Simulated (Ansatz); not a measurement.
# Pt: the cost of one run

Program: Ansatz 0.2.0. Level of theory: DFT PBE, scalar-relativistic, plane waves, PAW. These are calculated values, not measurements.

4 further runs of the same task are left out: 1 that didn't finish, 3 set aside as unsound or not needed. Runs told in other sessions of the task aren't counted.

### 1 The starting structure

It takes space group Fm-3m (No. 225, cubic). Conventional cell: a = 3.970 Å, b = 3.970 Å, c = 3.970 Å, α = 90.00°, β = 90.00°, γ = 90.00°. Pt (site symmetry m-3m) is surrounded by 12 Pt at 2.81 Å.

Structure file:

```cif
data_structure
_symmetry_space_group_name_H-M 'P 1'
_symmetry_Int_Tables_number 1
_cell_length_a 2.8073
_cell_length_b 2.8073
_cell_length_c 2.8073
_cell_angle_alpha 60.000
_cell_angle_beta 60.000
_cell_angle_gamma 60.000
_cell_volume 15.64
loop_
_atom_site_label
_atom_site_type_symbol
_atom_site_fract_x
_atom_site_fract_y
_atom_site_fract_z
_atom_site_occupancy
Pt1 Pt 0.00000 0.00000 0.00000 1
```

This cell was relaxed beforehand with the same method: volume 15.64 Å³/atom, gap on the mesh none (metal).

### 2 The stripe of 3 rows

A (111) slab of 4 planes in a 6×1 cell, the lower planes held; added atoms sit on lattice sites of the next plane. Energies count from bulk atoms, -12523.0151 eV an atom, and the flat slab, -300544.9640 eV.

The cell holds 27 Pt: a = 16.844 Å, b = 2.807 Å, c = 21.169 Å, α = 90.00°, β = 90.00°, γ = 120.00°.

### 3 Relaxation

input.yaml

```yaml
crystal:
  lattice:
    - [16.8437670129, 0.0, 0.0]
    - [-1.4036472511, 2.4311883548, 0.0]
    - [0.0, 0.0, 21.1685854506]
  atoms:
    - { symbol: Pt, position: [0.0, 0.0, 0.0708597182] }
    - { symbol: Pt, position: [0.0555555556, 0.6666666667, 0.1791402818] }
    - { symbol: Pt, position: [0.1111111111, 0.3333333333, 0.2874208454] }
    - { symbol: Pt, position: [0.1666666667, 1.0, 0.0708597182] }
    - { symbol: Pt, position: [0.2222222222, 0.6666666667, 0.1791402818] }
    - { symbol: Pt, position: [0.2777777778, 0.3333333333, 0.2874208454] }
    - { symbol: Pt, position: [0.3333333333, 1.0, 0.0708597182] }
    - { symbol: Pt, position: [0.3888888889, 0.6666666667, 0.1791402818] }
    - { symbol: Pt, position: [0.4444444444, 0.3333333333, 0.2874208454] }
    - { symbol: Pt, position: [0.5, 0.0, 0.0708597182] }
    - { symbol: Pt, position: [0.5555555556, 0.6666666667, 0.1791402818] }
    - { symbol: Pt, position: [0.6111111111, 0.3333333333, 0.2874208454] }
    - { symbol: Pt, position: [0.6666666667, 1.0, 0.0708597182] }
    - { symbol: Pt, position: [0.7222222222, 0.6666666667, 0.1791402818] }
    - { symbol: Pt, position: [0.7777777778, 0.3333333333, 0.2874208454] }
    - { symbol: Pt, position: [0.8333333333, 0.0, 0.0708597182] }
    - { symbol: Pt, position: [0.8888888889, 0.6666666667, 0.1791402818] }
    - { symbol: Pt, position: [0.9444444444, 0.3333333333, 0.2874208454] }
    - { symbol: Pt, position: [0.0, 0.0, 0.3957014089] }
    - { symbol: Pt, position: [0.1666666667, 0.0, 0.3957014089] }
    - { symbol: Pt, position: [0.3333333333, 0.0, 0.3957014089] }
    - { symbol: Pt, position: [0.5, 0.0, 0.3957014089] }
    - { symbol: Pt, position: [0.6666666667, 0.0, 0.3957014089] }
    - { symbol: Pt, position: [0.8333333333, 0.0, 0.3957014089] }
    - { symbol: Pt, position: [0.0555555556, 0.6666666667, 0.5039819725] }
    - { symbol: Pt, position: [0.2222222222, 0.6666666667, 0.5039819725] }
    - { symbol: Pt, position: [0.3888888889, 0.6666666667, 0.5039819725] }
basis:
  ecutwfc: 420
kpoints:
  mp_grid: { grid: [2, 12, 1] }
hamiltonian:
  xc: pbe
scf:
  occupations: { method: gaussian, width: 0.1 }
output:
  forces: true
  eigenvalues: true
  populations: true
  write_density: true
  write_potential: true
  elf: true
  volumetric_format: npy
relax:
  adjacent_minimum: "off"
  f_tol: 0.02
  max_steps: 45
  constraints: [{ sites: [0, 1, 3, 4, 6, 7, 9, 10, 12, 13, 15, 16] }]
efield:
  axis: 3
  dipole_correction: true
  ramp_width: 0.04
```

Launch:

```console
ansatz run input.yaml --threads 4 --pin off --max-ram 11264MiB --backend cpu --events-out ev --progress --plain --runs-dir out
```

Q: Estimate wall time and peak memory on 4 threads of Arm Neoverse V1, shared host.

About 14 min, with a peak of 5.3 GiB.
